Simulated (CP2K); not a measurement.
Input of a CP2K 2026.2 run:

The input in_bands.inp:

```
&GLOBAL
  PROJECT in_bands
  RUN_TYPE ENERGY_FORCE
  PRINT_LEVEL LOW
&END GLOBAL
&FORCE_EVAL
  METHOD QS
  STRESS_TENSOR ANALYTICAL
  &DFT
    BASIS_SET_FILE_NAME BASIS_MOLOPT_UZH
    POTENTIAL_FILE_NAME POTENTIAL_UZH
    &MGRID
      CUTOFF 450
      REL_CUTOFF 60
      NGRIDS 5
    &END MGRID
    &QS
      METHOD GPW
      EPS_DEFAULT 1.0E-9
    &END QS
    &KPOINTS
      SCHEME MONKHORST-PACK 11 11 11
      GAMMA_CENTERED T
      SYMMETRY T
      SYMMETRY_BACKEND SPGLIB
    &END KPOINTS
    &SCF
      SCF_GUESS ATOMIC
      EPS_SCF 1.0E-6
      MAX_SCF 100
      ADDED_MOS 8
      CHOLESKY OFF
      EPS_EIGVAL 1.0E-7
      &DIAGONALIZATION ON
        ALGORITHM STANDARD
      &END DIAGONALIZATION
      &MIXING ON
        METHOD BROYDEN_MIXING
        ALPHA 0.4
        BETA 1.5
        NBUFFER 8
      &END MIXING
      &SMEAR ON
        METHOD FERMI_DIRAC
        ELECTRONIC_TEMPERATURE [K] 580.226
      &END SMEAR
    &END SCF
    &XC
      &XC_FUNCTIONAL
        &GGA_X_PBE_SOL
        &END GGA_X_PBE_SOL
        &GGA_C_PBE_SOL
        &END GGA_C_PBE_SOL
      &END XC_FUNCTIONAL
    &END XC
    &PRINT
      &KPOINTS ON
      &END KPOINTS
      &MULLIKEN ON
      &END MULLIKEN
      &MO ON
        ENERGIES T
        OCCUPATION_NUMBERS T
        &EACH
          QS_SCF 0
        &END EACH
        ADD_LAST NUMERIC
      &END MO
      &LOWDIN ON
      &END LOWDIN
      &HIRSHFELD ON
        SHAPE_FUNCTION DENSITY
      &END HIRSHFELD
      &BAND_STRUCTURE
        FILE_NAME bands.bs
        ADDED_MOS 6
        &KPOINT_SET
          UNITS B_VECTOR
          NPOINTS 8
          SPECIAL_POINT GAMMA 0.00000000 0.00000000 0.00000000
          SPECIAL_POINT X 0.50000000 -0.50000000 0.00000000
          SPECIAL_POINT Y 0.50000000 -0.50000000 0.21589066
          SPECIAL_POINT S 0.35794533 -0.35794533 0.35794533
          SPECIAL_POINT GAMMA 0.00000000 0.00000000 0.00000000
          SPECIAL_POINT Z 0.50000000 0.50000000 -0.50000000
          SPECIAL_POINT S1 0.64205467 0.35794533 -0.35794533
          SPECIAL_POINT N 0.50000000 0.00000000 0.00000000
          SPECIAL_POINT P 0.75000000 -0.25000000 -0.25000000
          SPECIAL_POINT Y1 0.78410934 0.21589066 -0.50000000
          SPECIAL_POINT Z 0.50000000 0.50000000 -0.50000000
        &END KPOINT_SET
        &KPOINT_SET
          UNITS B_VECTOR
          NPOINTS 8
          SPECIAL_POINT X 0.50000000 -0.50000000 0.00000000
          SPECIAL_POINT P 0.75000000 -0.25000000 -0.25000000
        &END KPOINT_SET
      &END BAND_STRUCTURE
    &END PRINT
  &END DFT
  &SUBSYS
    &CELL
      A 3.3769064440 0.0000000000 0.0000000000
      B 0.2472340475 3.3678438885 0.0000000000
      C -1.8120702458 -1.6839219443 2.2987617192
      PERIODIC XYZ
    &END CELL
    &COORD
      SCALED
      In  0.0000000000 0.0000000000 0.0000000000
    &END COORD
    &KIND In
      BASIS_SET TZVP-MOLOPT-PBE-GTH-q13
      POTENTIAL GTH-PBE-q13
    &END KIND
    &PRINT
      &ATOMIC_COORDINATES ON
      &END ATOMIC_COORDINATES
      &CELL ON
      &END CELL
      &SYMMETRY ON
      &END SYMMETRY
    &END PRINT
  &END SUBSYS
  &PRINT
    &FORCES ON
    &END FORCES
    &STRESS_TENSOR ON
    &END STRESS_TENSOR
  &END PRINT
&END FORCE_EVAL
```

Potentials or basis: POTENTIAL_UZH In GTH-PBE-q13; TZVP-MOLOPT-PBE-GTH basis.

The run is started by

```bash
$ OMP_NUM_THREADS=1 cp2k.psmp -i in_bands.inp -o in_bands.out
```

Question: Predict the pressure.

Answer: -0.5 GPa.

Question: Predict the band gap on the k mesh.

Answer: None (metal or under the smearing width).

Levels at the corners of the path, in eV from the Fermi level:
```csv
point,band 4,band 5,band 6,band 7,band 8,band 9,band 10,band 11
Γ,-14.41,-14.31,-9.61,10.54,10.54,10.73,13.91,14.47
X,-14.20,-14.11,-2.02,-1.68,3.49,3.93,7.13,7.57
Y,-14.30,-14.18,-1.69,-0.29,0.10,1.32,13.22,13.73
S,-14.30,-14.22,-2.54,-1.25,-0.55,6.15,9.27,16.43
Γ,-14.41,-14.31,-9.61,10.54,10.54,10.73,13.91,14.47
Z,-14.17,-14.17,-2.96,-2.74,4.71,4.71,8.35,8.47
S1,-14.30,-14.22,-2.54,-1.25,-0.55,6.15,9.27,16.43
N,-14.22,-14.18,-4.34,-3.44,7.54,9.13,11.79,13.56
P,-14.30,-14.11,-1.28,-0.10,-0.10,1.73,12.59,13.70
Y1,-14.30,-14.18,-1.69,-0.29,0.10,1.32,13.22,13.73
Z,-14.17,-14.17,-2.96,-2.74,4.71,4.71,8.35,8.47
X,-14.20,-14.11,-2.02,-1.68,3.49,3.93,7.13,7.57
P,-14.30,-14.11,-1.28,-0.10,-0.10,1.73,12.59,13.70
```

Caveat: the potentials were made for another functional, which shifts forces and pressure; spin-orbit coupling is left out, which moves the levels of the heavy elements; the basis of atomic orbitals isn't converged, which shifts pressures, moduli and gaps.
